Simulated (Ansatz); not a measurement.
# Zone-centre phonons of BN at 35 GPa: input and output

Theory: DFT PBE+D3(BJ), scalar-relativistic, plane waves, PAW in Ansatz 0.2.0.

Launched with:
```bash
ansatz run input.yaml --threads 1 --pin off --max-ram 3072MiB --backend cpu --events-out ev --progress --plain --runs-dir out
```

Input (bare energies are in eV):
```yaml
crystal:
  lattice:
    - [2.4577392826, 0.0, 0.0]
    - [-1.2288696413, 2.1284646546, 0.0]
    - [0.0, 0.0, 4.9566449498]
  atoms:
    - { symbol: B, position: [0.3333333333, 0.6666666667, 0.25] }
    - { symbol: B, position: [0.6666666667, 0.3333333333, 0.75] }
    - { symbol: "N", position: [0.3333333333, 0.6666666667, 0.75] }
    - { symbol: "N", position: [0.6666666667, 0.3333333333, 0.25] }
basis:
  ecutwfc: 420
kpoints:
  mp_grid: { grid: [12, 12, 6] }
hamiltonian:
  xc: pbe
  dispersion: d3bj
scf:
  occupations: { method: fixed }
output:
  eigenvalues: true
phonons:
  method: dfpt
  dielectric: true
  rigid_motions: translations
  eigenvectors: true
```

Results section of the output:
```
--- Phonons (Γ-DFPT): 4 representative perturbations + reference, on 242 of 864 k-points (Σ response iterations 12) ---
  k mesh reduced under 2 symmetry operations, with k and −k counted as one. Each operation leaves every solved perturbation unchanged. A smaller set is not considered because the run solves the response ...
  ASR residual: 4.662e-4 → 0.000e0 eV/Å²; symmetrization residual: 8.993e-7 eV/Å²
  pairwise dispersion correction: d3bj (s6 = 1.0, s8 = 0.7875, a1 = 0.4289, a2_bohr = 4.4407), with the weights of each atom's references fixed at the reference crystal's, and the forces and stress that the weights' published response gives ...
  ASR residual per site (eV/Å²): 3.00e-4 3.00e-4 4.66e-4 4.66e-4
  Γ frequencies (cm⁻¹): 0.00 0.00 0.00 162.89 162.89 379.12 385.92 774.51 1456.78 1456.78 1475.07 1475.07
  ε∞ (high-frequency dielectric tensor):
        5.567775     0.000000     0.000000
       -0.000000     5.567775     0.000000
        0.000000     0.000000     5.720914
  ε⁰ (static dielectric tensor: ions relaxed, cell fixed):
        7.690027     0.000000    -0.000000
       -0.000000     7.690027     0.000000
       -0.000000     0.000000    26.005768
  ε⁰ − ε∞ (ionic part):
        2.122252     0.000000    -0.000000
        0.000000     2.122252     0.000000
       -0.000000     0.000000    20.284854
  softest optical mode at Γ: 162.89 cm⁻¹; the repairs (sum rule, projections) moved no ω² at Γ by more than (3.05 cm⁻¹)²
  Born effective charges Z* (e; rows j = field, columns β = displacement):
    site 0:
         2.69075   -0.00000    0.00000
        -0.00000    2.69075    0.00000
         0.00000    0.00000    2.16492
    site 1:
         2.69075    0.00000    0.00000
        -0.00000    2.69075    0.00000
         0.00000    0.00000    2.16492
    site 2:
        -2.69075    0.00000    0.00000
         0.00000   -2.69075    0.00000
         0.00000    0.00000   -2.16492
    site 3:
        -2.69075    0.00000    0.00000
        -0.00000   -2.69075    0.00000
         0.00000    0.00000   -2.16492
  Z* charge neutrality: 2.837e-3 e pre-enforcement
  solved inside a basis spanned on kpoints, on 12×12×6 k-points, its susceptibility summed on 18×18×8: ε∞ is read to err by 1.9e-2, Z* by 1.2e-2 e (field_mesh: kpoints solves on kpoints); Z* is corrected for ...
  optical modes at Γ without the LO–TO term, one row a degenerate level:
      ω (cm⁻¹) modes IR ((D/Å)²/amu)
        162.89      2             0.0000
        379.12      1            35.4450
        385.92      1             0.0000
        774.51      1             0.0000
       1456.78      2           109.5082
       1475.07      2             0.0000
  optical modes at Γ + LO–TO along q̂ = [1.0000, 0.0000, 0.0000]:
      ω (cm⁻¹) modes IR ((D/Å)²/amu)
        162.89      2             0.0000
        379.12      1            35.4450
        385.92      1             0.0000
        774.51      1             0.0000
       1456.78      1            54.7541
       1475.07      2             0.0000
       1712.06      1            54.7541
  optical modes at Γ + LO–TO along q̂ = [0.0000, 1.0000, 0.0000]:
      ω (cm⁻¹) modes IR ((D/Å)²/amu)
        162.89      2             0.0000
        379.12      1            35.4450
        385.92      1             0.0000
        774.51      1             0.0000
       1456.78      1            54.7541
       1475.07      2             0.0000
       1712.06      1            54.7541
  optical modes at Γ + LO–TO along q̂ = [0.0000, 0.0000, 1.0000]:
      ω (cm⁻¹) modes IR ((D/Å)²/amu)
        162.89      2             0.0000
        385.92      1             0.0000
        774.51      1             0.0000
        808.31      1            35.4450
       1456.78      2           109.5082
       1475.07      2             0.0000
```

Time: 59 s on 1 thread of Intel(R) Xeon(R) Platinum 8488C (Sapphire Rapids), on a shared host, peak memory 0.68 GiB.

Other phases may be more stable at this pressure.